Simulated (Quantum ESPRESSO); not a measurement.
GaCuSe2:

```
Se Ga Cu
1.0
    -2.80955    2.80955    5.51300
     2.80955   -2.80955    5.51300
     2.80955    2.80955   -5.51300
Se Ga Cu
4 2 2
Direct
  0.12562 0.62500 0.00062
  0.87500 0.87438 0.49938
  0.62438 0.12500 0.99938
  0.37500 0.37562 0.50062
  0.25000 0.75000 0.50000
  0.50000 0.50000 0.00000
  0.75000 0.25000 0.50000
  0.00000 0.00000 0.00000
```

Base run:

```yaml
Program: Quantum ESPRESSO 7.5
Functional: PBE
Potentials_or_basis: SSSP 1.3 efficiency PBE
Cutoff: 952 eV
Density_cutoff: 7619 eV
k_mesh: 7 × 7 × 7
Occupations: fermi-dirac, width 0.05 eV
Spin: no spin polarisation
```

Its results: band gap on the k mesh 0.23 eV, direct; pressure 2.8 GPa; largest force 0.404 eV/Å.

Problem. The run is repeated on the same cell with these changes: functional from PBE to PBEsol; potentials or basis from SSSP 1.3 efficiency PBE to GBRV 1.5 PBEsol; cutoff from 952 eV to 762 eV; density cutoff from 7619 eV to 6095 eV; valence electrons from 72 to 100. What comes out?

Solution. Band gap on the k mesh 0.15 eV, direct; pressure -0.7 GPa; largest force 0.435 eV/Å.

Caveats: an odd mesh through Γ misses points on the zone boundary, where band edges often lie (some runs); some levels on the path didn't converge (some runs).

Not every run made on this cell is shown here.
